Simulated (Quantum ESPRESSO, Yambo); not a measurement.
# BeTe (F-43m): G0W0 with and without spin-orbit coupling, part 2 of 2

Is the spin-orbit change of the gap of BeTe (F-43m) the same in DFT and in GW?

Quantum ESPRESSO 7.5 and Yambo 5.3.0; PBE and many-body steps on it, plane waves. Known limits of the many-body steps: not at the basis limit; no spin-orbit coupling in some runs; coarse k mesh.

So far. Step 4 (Scalar-relativistic): The gap on the mesh goes from 1.86 eV to 2.72 eV, a correction of +0.85 eV. Step 5 (Empty states on the mesh, 4×4×4 mesh, 436 bands): On this mesh the gap is 1.565 eV.

The database entry behind the starting cell differs from later determinations by our own check (an axis about 1.5 % short against later determinations), so it need not match the best structure at ambient conditions.

### 6. Conversion and set-up

This step: Yambo 5.3.0; conversion and set-up on PBE with spin-orbit coupling, plane waves, norm-conserving pseudopotentials.

Command:

```console
> (cd o/x.save; p2y > p2y.log; mv SAVE ../..); yambo > setup.log
```

Output:

```text
 Yambo, version 5.3.0

 [02] CORE Variables Setup
 =========================

  [02.01] Unit cells
  ==================

  Cell kind             :  FCC
  Atoms in the cell     :  Be  Te
  number of Be atoms    :  1
  number of Te atoms    :  1

  List of atomic masses
  Mass of Be    :  9.012000
  Mass of Te    :  127.6000

  List of atomic coordinates    : [cc]
  Be1       :  0.000000  0.000000  0.000000  order 1
  Te1       :  2.617271  2.617271  2.617271  order 2

  Alat factors          :  5.234541  5.234541  5.234541 [a.u.]
  Direct lattice volume :  286.8573 [a.u.]
[...]
==========================================

 IBZ Q-points                                      :   8
 BZ  Q-points                                      :   64

 K/Q-points units:
 rlu = crystal or reduced units; cc = cartesian coordinates; iku = interal k-units

 Q [1]          [rlu]:  0.000000  0.000000  0.000000
 Q [2]          [rlu]: -0.61447E-17 -0.61447E-17  0.25000
 Q [3]          [rlu]:  0.12289E-16  0.12289E-16 -0.50000
[...]
Q [7]          [rlu]: -0.44291E-16 -0.50000     -0.50000
 Q [8]          [rlu]:  0.250000 -0.500000 -0.250000

  [03.01] X indexes
  =================

   [03.01.01] Sigma indexes
   ========================

 [06] Game Over & Game summary
```

Run time: 2.8 s. Hardware: 1 MPI rank of Arm Neoverse V2, shared host; peak memory 0.25 GiB.

### 7. With spin-orbit coupling

This step: G0W0 on PBE with spin-orbit coupling, plane waves, norm-conserving pseudopotentials.

gw4.in reads:

```
HF_and_locXC
gw0
dyson
ppa
em1d
rim_cut
RandQpts= 1000000
RandGvec= 1 RL
EXXRLvcs= 88 Ry
VXCRLvcs= 352 Ry
Chimod= "HARTREE"
% BndsRnXp
 1 | 436 |
%
NGsBlkXp= 17 Ry
% LongDrXp
 1 | 1 | 1 |
%
% GbndRnge
 1 | 436 |
%
DysSolver= "n"
ExtendOut
PPAPntXp= 27.21138 eV
% QPkrange
 1 | 1 | 25 | 32 |
 7 | 7 | 25 | 32 |
%
```

Command:

```console
> OMP_NUM_THREADS=1 mpirun -n 8 yambo -F gw4.in -J gw4 -C gw4 > gw4.log
```

Output:

```text
 Yambo, version 5.3.0

 [02] CORE Variables Setup
 =========================

  [... cell, symmetries and grids as in the set-up ...]

  [02.05] Energies & Occupations
  ==============================

  [X] === General ===
  [X] Electronic Temperature                        :  0.000000  0.000000 [eV K]
  [X] Bosonic    Temperature                        :  0.000000  0.000000 [eV K]
  [X] Finite Temperature mode                       : no
  [X] El. density                                   :  0.65870E+24 [cm-3]
  [X] Fermi Level                                   :  9.731280 [eV]

  [X] === Gaps and Widths ===
  [X] Conduction Band Min                           :  1.565485 [eV]
  [X] Valence Band Max                              :  0.000000 [eV]
  [X] Filled Bands                                  :  28
  [X] Empty Bands                                   :    29   436
  [X] Direct Gap                                    :  3.258947 [eV]
  [X] Direct Gap localized at k                     :  1
  [X] Indirect Gap                                  :  1.565485 [eV]
  [X] Indirect Gap between kpts                     :   1   7
  [X] Last valence band width                       :  3.670240 [eV]
  [X] 1st conduction band width                     :  3.422578 [eV]

 [03] Transferred momenta grid and indexing
 ==========================================

 IBZ Q-points                                      :   8
 BZ  Q-points                                      :   64

 K/Q-points units:
 rlu = crystal or reduced units; cc = cartesian coordinates; iku = interal k-units

 Q [1]          [rlu]:  0.000000  0.000000  0.000000
 Q [2]          [rlu]: -0.61447E-17 -0.61447E-17  0.25000
 Q [3]          [rlu]:  0.12289E-16  0.12289E-16 -0.50000
[...]
NLCC RL compoments                               :   31951
  PP Number of Atomic Species                      :  2
  NLCC RL compoments                               :   31951

 [xc] E_xc :  -22.88192 [Ha]
      E_xc :  -45.76383 [Ry]

  Local XC kind (lXC) : Perdew, Burke & Ernzerhof(X)+Perdew, Burke & Ernzerhof(C)
  Non-Local XC kind (nlXC) : Hartree-Fock

  Corrections @ K [1] :  [eV]
 <25|nlXC|25> = -15.03851  0.48739E-18 <25|lXC|25> = -13.45541  0.94414E-16
 <26|nlXC|26> = -15.03852 -0.72739E-17 <26|lXC|26> = -13.45541  0.73947E-20
 <27|nlXC|27> = -15.03853 -0.19231E-17 <27|lXC|27> = -13.45541 -0.33043E-15
[...]
Corrections @ K [7] :  [eV]
[...]
<31|nlXC|31> = -5.989875 -0.44756E-17 <31|lXC|31> = -10.01663 -0.14161E-15
 <32|nlXC|32> = -5.989870 -0.16436E-17 <32|lXC|32> = -10.01663  0.11801E-15

 [08] Dyson equation: Newton solver
 ==================================

  [08.01] G0W0 (W PPA)
  ====================

  [  GW  ] Bands range     :     1   436
  [GW/PPA] G damping       :  0.100000 [eV]

  QP @ state[ 1 ] K range:  1  1
  QP @ state[ 1 ] b range:   25   32
  QP @ state[ 2 ] K range:   7   7
  QP @ state[ 2 ] b range:   25   32

   Sc/G bands                                       :     1   436
   Sc/G damping                                     :  0.100000 ev
   Sc bands terminator                              : no
   Sx RL components                                 :   4111

   QP @ state[ 1 ] K range                          :  1  1
   QP @ state[ 1 ] b range                          :   25   32
   QP @ state[ 2 ] K range                          :   7   7
   QP @ state[ 2 ] b range                          :   25   32
   GF energies kind                                 : Perdew, Burke & Ernzerhof(X)+Perdew, Burke & Ernzerhof(C)
   GF WF`s kind                                     : Perdew, Burke & Ernzerhof(X)+Perdew, Burke & Ernzerhof(C)
   Xs energies kind                                 : Perdew, Burke & Ernzerhof(X)+Perdew, Burke & Ernzerhof(C)
   Xs WF`s kind                                     : Perdew, Burke & Ernzerhof(X)+Perdew, Burke & Ernzerhof(C)

 [11] Game Over & Game summary
```

The job ended after 9 min (8 MPI ranks; peak memory 8.2 GiB; 72 min of CPU time).

Numbers from this step:

```yaml
g0w0_gap_on_the_points_computed: 2.388 eV
starting_gap_on_the_mesh: 1.565 eV
k_of_the_valence_top: 0, 0, 0
k_of_the_conduction_bottom: 0, -0.5, -0.5
least_direct_g0w0_gap_on_the_computed_points: 4.310 eV
z_at_the_valence_top: 0.8089
z_at_the_conduction_bottom: 0.8194
```

Against G0W0 in Yambo (4×4×4 mesh, 218 bands, screening to 231.3 eV, Godby-Needs plasmon pole), the gap moves by −0.328 eV.

### 8. The runs together

Times are wall times on 8 MPI ranks of Arm Neoverse V2, shared host, good to a factor of about two.

```
                     run   mesh  bands  screening cutoff (eV)  DFT gap (eV)  gap on the mesh (eV)  direct (eV)     time
     scalar-relativistic  4×4×4    218                  231.3         1.863                 2.716        4.680  2.1 min
with spin-orbit coupling  4×4×4    436                  231.3         1.565                 2.388        4.310    9 min
```

### 9. Outcome

```
scalar-relativistic      : 2.716 eV
with spin-orbit coupling : 2.388 eV
known limits             : not at the basis limit; no spin-orbit coupling in some runs; coarse k mesh
```

In words: With spin-orbit coupling: −0.328 eV against scalar-relativistic, −0.298 eV of it in the start. Bands and cutoff are finite, so the gap is not at the basis limit. The miss can reach some tenths of an eV and take either sign; the mesh is an error of its own. In the G0W0 runs levels were corrected at 2 k points alone, so a gap called «on the mesh» is the least over those, and an edge elsewhere would be missed. The 4×4×4 mesh is coarse for this cell, which bears on the long-range parts of exchange and screening.

[Paths, hosts, dates, memory and timing lines, banners, echoed tables and standing remarks are left out of the program output.]

[Logs are printed without paths, hosts, clocks, repeated set-up lines and the standing remarks that a program may print on its own settings, such as how far it seeks lower states.]

[Runs of the session that timed out or met a known fault of the program may be left out.]

[Hosts, paths, dates, database ids (printed as entryN), source tags and the programs' standing remarks are cut or masked in the printed files.]
